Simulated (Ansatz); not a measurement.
**HgTe (Coloradoite) under changes of volume**

One of the cells (33.215 Å³/atom); the others are scaled copies at fixed shape and fractional positions:

```
CELL_PARAMETERS angstrom
0.00000 3.21450 3.21450
3.21450 0.00000 3.21450
3.21450 3.21450 0.00000
ATOMIC_POSITIONS crystal
Hg 0.00000 0.00000 0.00000
Te 0.75000 0.75000 0.75000
```

* Program: Ansatz 0.2.0
* Functional: r2SCAN
* Potentials or basis: Ansatz PAW
* Cutoff: 500 eV (not typed: the program's choice for these potentials)
* k mesh: 6 × 6 × 6
* Occupations: fermi-dirac, width 0.05 eV
* Spin: no spin polarisation

```tsv
volume (Å³/atom)	energy over the lowest point (meV/atom)	pressure (GPa)
31.223	85.00	7.2
31.887	58.23	5.7
32.551	37.27	4.4
33.215	?	?
33.880	10.36	2.2
34.544	3.33	1.2
35.208	0.00	0.4
```

Problem. What does the run at 33.215 Å³/atom give?

Solution. Energy over the lowest point 21.51 meV/atom; pressure 3.2 GPa.

Worked out: A Birch-Murnaghan fit of order 3 (a polynomial in V^(-2/3)) to the other rows has its minimum at 35.55 Å³/atom, just outside them, with B0 = V·E''(V) = 40 GPa and B' = 5.1. It gives 21.51 meV/atom at 33.215 Å³/atom, against the run's 21.51, and -dE/dV = 3.2 GPa, against 3.2.

Energies are extrapolated to zero smearing.

Caveats: the PAW data sets come from PBE, with cores solved anew for the run's functional, which leaves a small shift of forces and pressure.
